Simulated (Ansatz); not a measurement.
Method: DFT PBE, scalar-relativistic, plane waves, PAW in Ansatz 0.2.0. All cells share a 420 eV cutoff and Γ-centred k meshes spaced at most about 0.3 Å⁻¹ (about 0.25 or finer for metals, 2π included). No spin polarisation.

Temperature and zero-point effects are left out.

Two relaxed structures of SiGe5:

A.

```
CELL_PARAMETERS angstrom
4.03508 0.00000 0.00000
-2.01754 3.49448 0.00000
0.00000 0.00000 19.77475
ATOMIC_POSITIONS crystal
Si 0.33333 0.66667 0.01834
Si 0.66667 0.33333 0.98166
Ge 0.66667 0.33333 0.85865
Ge 0.33333 0.66667 0.14135
Ge 0.00000 0.00000 0.81583
Ge 0.00000 0.00000 0.69002
Ge 0.00000 0.00000 0.18417
Ge 0.00000 0.00000 0.30998
Ge 0.33333 0.66667 0.52138
Ge 0.66667 0.33333 0.47862
Ge 0.66667 0.33333 0.35269
Ge 0.33333 0.66667 0.64731
```

B.

```
CELL_PARAMETERS angstrom
4.03455 0.00000 0.00000
-2.01728 3.49402 0.00000
0.00000 0.00000 9.88043
ATOMIC_POSITIONS crystal
Si 0.00000 0.00000 0.00015
Ge 0.66667 0.33333 0.33137
Ge 0.66667 0.33333 0.58317
Ge 0.00000 0.00000 0.24565
Ge 0.33333 0.66667 0.66850
Ge 0.33333 0.66667 0.92115
```

Question: Which would you expect to be lower, and how large is the difference?

Answer: They are level within the accuracy (1 meV/atom apart, with A the lower in these runs). A has Si and Ge ordered on diamond sites, space group P-3m1 (No. 164), 23.2 Å³/atom and no gap on its mesh; B has Si and Ge ordered on diamond sites, space group P3m1 (No. 156), 23.2 Å³/atom and a gap of 0.05 eV. Counting Ge atoms around Si (those within 1.25 times the shortest such distance or 1.15 times the sum of covalent radii, 1.27 where that leaves under three), A has Si 1 and B has Si 4. Both come from invented guesses.

The k mesh leaves some 4 meV/atom of noise in the energy of each metallic cell. The zero gap of P-3m1 may come from the functional, which often closes small gaps. Cells relaxed within their symmetry can be saddle points.
